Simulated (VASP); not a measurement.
# Si2Ni (Fm-3m) in VASP: further runs

Runs on Si2Ni. Level: PBE. Tasks: relaxation of cell and atoms.

All numbers are computed with VASP 6.6.1; they aren't measurements. Logs are shortened: lines on timing, memory, paths and dates and some standing lists are left out, and cuts for length are marked.

### 1 The structure

It takes space group Fm-3m (No. 225, cubic). Conventional cell: a = 5.406 Å, b = 5.406 Å, c = 5.406 Å, α = 90.00°, β = 90.00°, γ = 90.00°. Around Si (site symmetry -43m) lie 4 Ni at 2.34 Å. Around Ni (site symmetry m-3m) lie 8 Si at 2.34 Å.

### 2 Relaxation of cell and atoms, PBE

File INCAR:

```
SYSTEM = Si2Ni
PREC = Accurate ; ENCUT = 600
EDIFF = 1E-6 ; ISMEAR = 1
SIGMA = 0.1 ; LREAL = .FALSE.
LASPH = .TRUE. ; NELM = 80
ALGO = Normal ; ISIF = 3
LWAVE = .FALSE. ; LCHARG = .FALSE.
GGA = PE ; IBRION = 2
NSW = 90 ; EDIFFG = -0.01
```

File KPOINTS:

```
regular mesh
0
G
  12 12 12
  0 0 0
```

File POSCAR:

```
Si2Ni
1.0
    0.0000000000      2.7030000000      2.7030000000
    2.7030000000      0.0000000000      2.7030000000
    2.7030000000      2.7030000000      0.0000000000
Si Ni
2 1
Direct
    0.2500000000      0.2500000000      0.2500000000
    0.7500000000      0.7500000000      0.7500000000
    0.0000000000      0.0000000000      0.0000000000
```

Potentials or basis: VASP PAW PBE potentials, release 64 (Si, Ni).

Launch:

```bash
cat potpaw_PBE.64/Si/POTCAR potpaw_PBE.64/Ni/POTCAR > POTCAR
mpirun -np 1 vasp_std > vasp.out
```

OUTCAR:

```text
SYSTEM = Si2Ni
   PREC = Accurate
   ENCUT = 600
   EDIFF = 1E-6
   ISMEAR = 1
   LREAL = .FALSE.
   LASPH = .TRUE.
   NELM = 80
   ISIF = 3
   GGA = PE
   IBRION = 2
   NSW = 90
   EDIFFG = -0.01

 ion  position               nearest neighbor table
   1  0.250  0.250  0.250-   3 2.34   3 2.34   3 2.34   3 2.34   2 2.70   2 2.70   2 2.70   2 2.70
                             2 2.70   2 2.70
   2  0.750  0.750  0.750-   3 2.34   3 2.34   3 2.34   3 2.34   1 2.70   1 2.70   1 2.70   1 2.70
                             1 2.70   1 2.70
   3  0.000  0.000  0.000-   2 2.34   1 2.34   2 2.34   1 2.34   2 2.34   2 2.34   1 2.34   1 2.34

  LATTYP: Found a face centered cubic cell.
 ALAT       =     5.4060000000

  Lattice vectors:

 A1 = (   0.0000000000,   2.7030000000,   2.7030000000)
 A2 = (   2.7030000000,   0.0000000000,   2.7030000000)
 A3 = (   2.7030000000,   2.7030000000,   0.0000000000)

Analysis of symmetry for initial positions (statically):
=====================================================================
 Subroutine PRICEL returns:
 Original cell was already a primitive cell.

 Routine SETGRP: Setting up the symmetry group for a
 face centered cubic supercell.

 Subroutine GETGRP returns: Found 48 space group operations
 (whereof 48 operations were pure point group operations)
 out of a pool of 48 trial point group operations.

The static configuration has the point symmetry O_h .

Analysis of symmetry for dynamics (positions and initial velocities):
=====================================================================
 Subroutine PRICEL returns:
 Original cell was already a primitive cell.

 Routine SETGRP: Setting up the symmetry group for a
 face centered cubic supercell.

 Subroutine GETGRP returns: Found 48 space group operations
 (whereof 48 operations were pure point group operations)
 out of a pool of 48 trial point group operations.

The dynamic configuration has the point symmetry O_h .

 Subroutine INISYM returns: Found 48 space group operations
 (whereof 48 operations are pure point group operations),
 and found     1 'primitive' translations

----------------------------------------------------------------------------------------

                                     Primitive cell

  volume of cell :      39.4974

  direct lattice vectors                    reciprocal lattice vectors
     0.000000000  2.703000000  2.703000000    -0.184979652  0.184979652  0.184979652
     2.703000000  0.000000000  2.703000000     0.184979652 -0.184979652  0.184979652
     2.703000000  2.703000000  0.000000000     0.184979652  0.184979652 -0.184979652

  length of vectors
     3.822619259  3.822619259  3.822619259     0.320394156  0.320394156  0.320394156

  position of ions in fractional coordinates (direct lattice)
     0.250000000  0.250000000  0.250000000
[... 102 lines left out ...]
  Fermi-wavevector in a.u.,A,eV,Ry     =   1.259823  2.380721 21.594550  1.587155
  Thomas-Fermi vector in A             =   2.393364
   LORBIT       =      0    0 simple, 1 ext, 2 COOP (PROOUT), +10 PAW based schemes
   GGA     = PE    functional components
   LHFCALC =     F    Hartree Fock is set to
   AEXX    =    0.0000 exact exchange contribution
   IVDW    =     0    specifies the selected vdW correction
   LEPSILON=     F    determine dielectric tensor
   LRPA    =     F    only Hartree local field effects (RPA)
 conjugate gradient relaxation of ions
 non-spin polarized calculation
 Methfessel and Paxton  Order N= 1 SIGMA  =   0.10
  energy-cutoff  :      600.00
  volume of cell :       39.50
 maximum number of plane-waves:      1363
   NGX = 15   NGY = 15   NGZ = 15

--------------------------------------- Ionic step        1  -------------------------------------------

 number of electron      18.0000004 magnetization

 Free energy of the ion-electron system (eV)
  ---------------------------------------------------
  ext. energy  EPLUGINS =         0.00000000
  ---------------------------------------------------
  free energy    TOTEN  =       -17.35765833 eV

  energy without entropy =      -17.35728879  energy(sigma->0) =      -17.35753515

------------------------ aborting loop because EDIFF is reached ----------------------------------------

  FORCE on cell =-STRESS in cart. coord.  units (eV):
  Direction    XX          YY          ZZ          XY          YZ          ZX
  --------------------------------------------------------------------------------------
  -------------------------------------------------------------------------------------
  Total        0.7131384      0.7131384      0.7131384      0.0000000      0.0000000     -0.0000000
  in kB       28.9278578     28.9278578     28.9278578      0.0000000      0.0000000     -0.0000000
  external PRESSURE =      28.9278578 kB  Pullay stress =       0.0000000 kB
[... 24 lines left out ...]
--------------------------------------- Ionic step        2  -------------------------------------------

 number of electron      17.9999994 magnetization

 E-fermi :   9.9062     XC(G=0): -11.4302

 val. band max:        9.9036540846   @ k =   0.5000   0.3333   0.0000
 cond. band min:       9.9098038197   @ k =   0.2500   0.1667   0.0000
 fundamental gap:      0.0061497350
 Fermi energy:         9.9061744282

 k-point     1 :       0.0000    0.0000    0.0000
  band No.  band energies     occupation
      1      -3.5760      2.00000
      2       4.9742      2.00000
      3       4.9742      2.00000
      4       4.9742      2.00000
      5       6.6314      2.00000
      6       6.6314      2.00000
      7       9.3886      2.00000
      8      11.6094     -0.00000
      9      11.6094     -0.00000
     10      11.6094     -0.00000
     11      12.2943      0.00000
     12      12.2943      0.00000
     13      12.2943      0.00000
[... 404 lines left out ...]
--------------------------------------- Ionic step        3  -------------------------------------------

 number of electron      17.9999998 magnetization

 Free energy of the ion-electron system (eV)
  ---------------------------------------------------
  ext. energy  EPLUGINS =         0.00000000
  ---------------------------------------------------
  free energy    TOTEN  =       -17.36533114 eV

  energy without entropy =      -17.36481825  energy(sigma->0) =      -17.36516018

 E-fermi :  10.1062     XC(G=0): -11.4905

 val. band max:       10.0862830723   @ k =  -0.4167   0.4167   0.0000
 cond. band min:      10.1100411774   @ k =   0.5000   0.3333   0.0000
 fundamental gap:      0.0237581051
 Fermi energy:        10.1062179349

 k-point     1 :       0.0000    0.0000    0.0000
  band No.  band energies     occupation
      1      -3.5084      2.00000
      2       5.0799      2.00000
      3       5.0799      2.00000
      4       5.0799      2.00000
      5       6.7503      2.00000
      6       6.7503      2.00000
      7       9.6810      2.00000
      8      11.8169     -0.00000
      9      11.8169     -0.00000
     10      11.8169     -0.00000
     11      12.4649      0.00000
     12      12.4649      0.00000
     13      12.4649      0.00000
[... 398 lines left out ...]
  FREE ENERGIE OF THE ION-ELECTRON SYSTEM (eV)
  ---------------------------------------------------
  free  energy   TOTEN  =       -17.3653311450 eV

  energy  without entropy=      -17.3648182536  energy(sigma->0) =      -17.36516018

 reached required accuracy - stopping structural energy minimisation
```

Wall time 70 s (1 thread of Intel Xeon Platinum 8375C at 2.90GHz (Ice Lake), shared host); peak memory 0.21 GiB.

Results:

| Property | Result |
| --- | --- |
| Free energy | -17.3653 eV |
| Relaxed volume | 13.44 Å³/atom |
| Relaxed cell | a = 3.849 Å, b = 3.849 Å, c = 3.849 Å, α = 60.00°, β = 60.00°, γ = 60.00° |
| Space group after relaxing (to 0.05 Å) | Fm-3m (No. 225) |
| Energy gained by relaxing | 2.6 meV/atom |
| Ionic steps | 3 |
| Pressure after relaxing | 0.0 GPa |
| Band gap on the k mesh | none (metal or under the smearing width) |

The path:
```tsv
step	energy change (eV)	largest force (eV/Å)	pressure (GPa)	volume (Å³)
1	0.0000	0.0000	2.89	39.50
2	-0.0044	0.0000	-1.91	40.87
3	-0.0077	0.0000	0.00	40.33
```

Final structure:
```
Si Ni
1.0
     0.00000    2.72196    2.72196
     2.72196    0.00000    2.72196
     2.72196    2.72196    0.00000
Si Ni
2 1
Direct
  0.25000 0.25000 0.25000
  0.75000 0.75000 0.75000
  0.00000 0.00000 0.00000
```

Levels at points of the mesh, in eV from the Fermi level:
```
           k point  band 6  band 7  band 8  band 9  band 10  band 11  band 12  band 13
(0.00, 0.00, 0.00)   -3.36   -0.43    1.71    1.71     1.71     2.36     2.36     2.36
(0.50, 0.00, 0.00)   -3.18   -3.18   -1.35   -1.35     1.79     1.83     1.83     2.53
(0.50, 0.50, 0.00)   -3.45   -3.45   -3.29   -2.97    -0.41     1.50     7.78     8.18
```

Spin polarisation is off, so any magnetic state and its effect on volume and gap are missing. PBE usually gives volumes a little too large and moduli too small.

### 3 Relaxation of cell and atoms, PBE

This run uses another cell than the first one, of 13.44 Å³/atom, 1.021 times its volume.

File INCAR:

```
SYSTEM = Si2Ni
PREC = Accurate ; ENCUT = 600
EDIFF = 1E-7 ; ISMEAR = 1
SIGMA = 0.1 ; LREAL = .FALSE.
LASPH = .TRUE. ; NELM = 80
ALGO = Normal ; ISIF = 3
LWAVE = .FALSE. ; LCHARG = .FALSE.
GGA = PE ; IBRION = 2
NSW = 90 ; EDIFFG = -0.005
```

KPOINTS is that of step 2.

File POSCAR:

```
Si2Ni                                   
1.0
    0.0000000000      2.7219550817      2.7219550817
    2.7219550817     -0.0000000000      2.7219550817
    2.7219550817      2.7219550817     -0.0000000000
  Si              Ni            
     2     1
Direct
     0.2500000000000000    0.2500000000000000    0.2500000000000000
     0.7500000000000000    0.7500000000000000    0.7500000000000000
     0.0000000000000000    0.0000000000000000    0.0000000000000000
```

Potentials or basis: VASP PAW PBE potentials, release 64 (Si, Ni).

Launch:

```bash
cat potpaw_PBE.64/Si/POTCAR potpaw_PBE.64/Ni/POTCAR > POTCAR
mpirun -np 1 vasp_std > vasp.out
```

Run time: 52 s. Hardware: 1 thread of Intel Xeon Platinum 8375C at 2.90GHz (Ice Lake), shared host; peak memory 0.21 GiB.

The run converged. Its results:

```
Free energy                            : -17.3655 eV
Relaxed volume                         : 13.43 Å³/atom
Relaxed cell                           : a = 3.848 Å, b = 3.848 Å, c = 3.848 Å, α = 60.00°, β = 60.00°, γ = 60.00°
Space group after relaxing (to 0.05 Å) : Fm-3m (No. 225)
Energy gained by relaxing              : 0.0 meV/atom
Ionic steps                            : 2
Pressure after relaxing                : 0.1 GPa
Band gap on the k mesh                 : none (metal or under the smearing width)
```

Final structure:
```
CELL_PARAMETERS angstrom
0.00000 2.72128 2.72128
2.72128 0.00000 2.72128
2.72128 2.72128 0.00000
ATOMIC_POSITIONS crystal
Si 0.25000 0.25000 0.25000
Si 0.75000 0.75000 0.75000
Ni 0.00000 0.00000 0.00000
```

Levels at points of the mesh, in eV from the Fermi level:
```
           k point  band 6  band 7  band 8  band 9  band 10  band 11  band 12  band 13
(0.00, 0.00, 0.00)   -3.36   -0.42    1.71    1.71     1.71     2.36     2.36     2.36
(0.50, 0.00, 0.00)   -3.18   -3.18   -1.36   -1.36     1.79     1.83     1.83     2.53
(0.50, 0.50, 0.00)   -3.45   -3.45   -3.29   -2.97    -0.41     1.50     7.78     8.18
```

Spin polarisation is off, so any magnetic state and its effect on volume and gap are missing.

### 4 Relaxation of cell and atoms, PBE

File INCAR:

```
ALGO = Normal
EDIFF = 1E-6
EDIFFG = -0.01
ENCUT = 300
GGA = PE
IBRION = 2
ISIF = 3
ISMEAR = 1
LASPH = True
LCHARG = False
LREAL = False
LWAVE = False
NELM = 80
NSW = 90
PREC = Accurate
SIGMA = 0.1
```

File KPOINTS:

```
k-points
0
Gamma
  6 6 6
```

File POSCAR:

```
Si2Ni
1.0
    0.0000000000      2.7030000000      2.7030000000
    2.7030000000      0.0000000000      2.7030000000
    2.7030000000      2.7030000000      0.0000000000
Si Ni
2 1
Direct
    0.2500000000      0.2500000000      0.2500000000
    0.7500000000      0.7500000000      0.7500000000
    0.0000000000      0.0000000000      0.0000000000
```

Potentials or basis: VASP PAW PBE potentials, release 64 (Si, Ni).

Launch:

```bash
cat potpaw_PBE.64/Si/POTCAR potpaw_PBE.64/Ni/POTCAR > POTCAR
mpirun -np 1 vasp_std > vasp.out
```

OUTCAR:

```text
EDIFF = 1E-6
   EDIFFG = -0.01
   ENCUT = 300
   GGA = PE
   IBRION = 2
   ISIF = 3
   ISMEAR = 1
   LASPH = True
   LREAL = False
   NELM = 80
   NSW = 90
   PREC = Accurate

 ion  position               nearest neighbor table
   1  0.250  0.250  0.250-   3 2.34   3 2.34   3 2.34   3 2.34   2 2.70   2 2.70   2 2.70   2 2.70
                             2 2.70   2 2.70
   2  0.750  0.750  0.750-   3 2.34   3 2.34   3 2.34   3 2.34   1 2.70   1 2.70   1 2.70   1 2.70
                             1 2.70   1 2.70
   3  0.000  0.000  0.000-   2 2.34   1 2.34   2 2.34   1 2.34   2 2.34   2 2.34   1 2.34   1 2.34

  LATTYP: Found a face centered cubic cell.
 ALAT       =     5.4060000000

  Lattice vectors:

 A1 = (   0.0000000000,   2.7030000000,   2.7030000000)
 A2 = (   2.7030000000,   0.0000000000,   2.7030000000)
 A3 = (   2.7030000000,   2.7030000000,   0.0000000000)

Analysis of symmetry for initial positions (statically):
=====================================================================
 Subroutine PRICEL returns:
 Original cell was already a primitive cell.

 Routine SETGRP: Setting up the symmetry group for a
 face centered cubic supercell.

 Subroutine GETGRP returns: Found 48 space group operations
 (whereof 48 operations were pure point group operations)
 out of a pool of 48 trial point group operations.

The static configuration has the point symmetry O_h .

Analysis of symmetry for dynamics (positions and initial velocities):
=====================================================================
 Subroutine PRICEL returns:
 Original cell was already a primitive cell.

 Routine SETGRP: Setting up the symmetry group for a
 face centered cubic supercell.

 Subroutine GETGRP returns: Found 48 space group operations
 (whereof 48 operations were pure point group operations)
 out of a pool of 48 trial point group operations.

The dynamic configuration has the point symmetry O_h .

 Subroutine INISYM returns: Found 48 space group operations
 (whereof 48 operations are pure point group operations),
 and found     1 'primitive' translations

----------------------------------------------------------------------------------------

                                     Primitive cell
[... 125 lines left out ...]

 number of electron      18.0000009 magnetization

 Free energy of the ion-electron system (eV)
  ---------------------------------------------------
  ext. energy  EPLUGINS =         0.00000000
  ---------------------------------------------------
  free energy    TOTEN  =       -17.35301262 eV

  energy without entropy =      -17.35016708  energy(sigma->0) =      -17.35206411

------------------------ aborting loop because EDIFF is reached ----------------------------------------

  FORCE on cell =-STRESS in cart. coord.  units (eV):
  Direction    XX          YY          ZZ          XY          YZ          ZX
  --------------------------------------------------------------------------------------
  -------------------------------------------------------------------------------------
  Total        0.8774523      0.8774523      0.8774523      0.0000000      0.0000000     -0.0000000
  in kB       35.5931119     35.5931119     35.5931119      0.0000000      0.0000000     -0.0000000
  external PRESSURE =      35.5931119 kB  Pullay stress =       0.0000000 kB
[... 24 lines left out ...]
--------------------------------------- Ionic step        2  -------------------------------------------

 number of electron      17.9999993 magnetization

 E-fermi :   9.8666     XC(G=0): -11.3959

 val. band max:        9.8163131643   @ k =   0.5000   0.3333   0.0000
 cond. band min:       9.9438647886   @ k =   0.1667   0.1667   0.0000
 fundamental gap:      0.1275516243
 Fermi energy:         9.8666255881

 k-point     1 :       0.0000    0.0000    0.0000
  band No.  band energies     occupation
      1      -3.6168      2.00000
      2       4.9366      2.00000
      3       4.9366      2.00000
      4       4.9366      2.00000
      5       6.6002      2.00000
      6       6.6002      2.00000
      7       9.2181      2.00000
      8      11.5159     -0.00000
      9      11.5159     -0.00000
     10      11.5159     -0.00000
     11      12.2104      0.00000
     12      12.2104      0.00000
     13      12.2104      0.00000
[... 274 lines left out ...]
--------------------------------------- Ionic step        3  -------------------------------------------

 number of electron      17.9999999 magnetization

 Free energy of the ion-electron system (eV)
  ---------------------------------------------------
  ext. energy  EPLUGINS =         0.00000000
  ---------------------------------------------------
  free energy    TOTEN  =       -17.36323734 eV

  energy without entropy =      -17.36135896  energy(sigma->0) =      -17.36261121

 E-fermi :  10.1535     XC(G=0): -11.4816

 val. band max:       10.1090221681   @ k =   0.5000   0.3333   0.0000
 cond. band min:      10.2000617536   @ k =   0.1667   0.1667   0.0000
 fundamental gap:      0.0910395855
 Fermi energy:        10.1534880209

 k-point     1 :       0.0000    0.0000    0.0000
  band No.  band energies     occupation
      1      -3.5209      2.00000
      2       5.0868      2.00000
      3       5.0868      2.00000
      4       5.0868      2.00000
      5       6.7691      2.00000
      6       6.7691      2.00000
      7       9.6331      2.00000
      8      11.8103     -0.00000
      9      11.8103     -0.00000
     10      11.8103     -0.00000
     11      12.4520      0.00000
     12      12.4520      0.00000
     13      12.4520      0.00000
[... 268 lines left out ...]
  FREE ENERGIE OF THE ION-ELECTRON SYSTEM (eV)
  ---------------------------------------------------
  free  energy   TOTEN  =       -17.3632373383 eV

  energy  without entropy=      -17.3613589574  energy(sigma->0) =      -17.36261121

 reached required accuracy - stopping structural energy minimisation
```

It took 6.6 s on 1 thread of Intel Xeon 6975P-C (Granite Rapids), shared host; peak memory 0.13 GiB.

These settings aren't checked as converged: the numbers below hold their error.

What came out:

```
Free energy                            : -17.3632 eV
Relaxed volume                         : 13.47 Å³/atom
Relaxed cell                           : a = 3.852 Å, b = 3.852 Å, c = 3.852 Å, α = 60.00°, β = 60.00°, γ = 60.00°
Space group after relaxing (to 0.05 Å) : Fm-3m (No. 225)
Energy gained by relaxing              : 3.4 meV/atom
Ionic steps                            : 3
Band gap on the k mesh                 : none (metal or under the smearing width)
```

Caveat: the cutoff is under 1.25 times the usual one of these potentials, so pressure, stress and relaxed cells hold a basis-set (Pulay) error.

### 5 Relaxation of cell and atoms, PBE

This run uses another cell than the first one, of 13.47 Å³/atom, 1.023 times its volume.

Changes to INCAR since step 4:

```diff
@@ -1,4 +1,4 @@
 ALGO = Normal
-EDIFF = 1E-6
-EDIFFG = -0.01
+EDIFF = 1E-7
+EDIFFG = -0.005
 ENCUT = 300
```

KPOINTS is that of step 4.

File POSCAR:

```
Si2Ni                                   
1.0
    0.0000000000      2.7239689009      2.7239689009
    2.7239689009      0.0000000000      2.7239689009
    2.7239689009      2.7239689009     -0.0000000000
  Si              Ni            
     2     1
Direct
     0.2500000000000000    0.2500000000000000    0.2500000000000000
     0.7500000000000000    0.7500000000000000    0.7500000000000000
     0.0000000000000000    0.0000000000000000    0.0000000000000000
```

Launch:

```bash
cat potpaw_PBE.64/Si/POTCAR potpaw_PBE.64/Ni/POTCAR > POTCAR
mpirun -np 1 vasp_std > vasp.out
```

Run time: 4.6 s. Hardware: 1 thread of Intel Xeon 6975P-C (Granite Rapids), shared host; peak memory 0.13 GiB.

The run converged, but some of its settings lie outside the range that counts as converged, so its numbers aren't taken as properties of the crystal.

What came out:

```yaml
Free_energy: -17.3659 eV
Relaxed_volume: 13.48 Å³/atom
Relaxed_cell: a = 3.853 Å, b = 3.853 Å, c = 3.853 Å, α = 60.00°, β = 60.00°, γ = 60.00°
Space_group_after_relaxing_to_0.05_Å: Fm-3m (No. 225)
Energy_gained_by_relaxing: 0.0 meV/atom
Ionic_steps: 2
Band_gap_on_the_k_mesh: none (metal or under the smearing width)
```

Caveat: the cutoff is under 1.25 times the usual one of these potentials, so pressure, stress and relaxed cells hold a basis-set (Pulay) error.
